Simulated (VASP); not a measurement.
Here is a VASP 6.6.1 calculation.

run.py

```python
from ase.calculators.vasp import Vasp
from ase.dft.bandgap import bandgap
from ase.io import read

atoms = read('POSCAR')
calc = Vasp(
    directory='calc',
    xc='lda',
    pp='LDA',
    setups='recommended',
    pp_version='54',
    prec='Accurate',
    encut=520,
    ediff=1e-06,
    ismear=0,
    sigma=0.1,
    lreal=False,
    lasph=True,
    nelm=100,
    algo='Fast',
    isif=2,
    lwave=False,
    lcharg=False,
    kpts=[12, 12, 12],
    gamma=True,
)
atoms.calc = calc

print('energy (eV):', atoms.get_potential_energy())
print('free energy (eV):', atoms.get_potential_energy(force_consistent=True))
print('forces (eV/A):')
print(atoms.get_forces())
print('stress (eV/A^3, Voigt):', atoms.get_stress())
print('Fermi level (eV):', calc.get_fermi_level())
gap, top, bottom = bandgap(calc)
print('band gap (eV):', gap, 'from (spin, k, band)', top, 'to', bottom)
```

The input POSCAR:

```
O
1.0
    0.0000000000      1.8898850000      3.8988370000
    1.5017730000      0.0000000000      3.8988370000
    1.5017730000      1.8898850000      0.0000000000
O
2
Direct
    0.5789020000      0.5789020000      0.4210980000
    0.4210980000      0.4210980000      0.5789020000
```

Potentials or basis: VASP PAW LDA potentials, release 54 (O).

Run with:

```bash
$ python run.py
```

(1) Estimate the largest force.

(2) What does it give for the pressure?

Results:

(1) 0.875 eV/Å.

(2) -8.2 GPa.

Caveat: the standard files for N, O and F lose accuracy on very short bonds; spin is off for a triplet molecule.
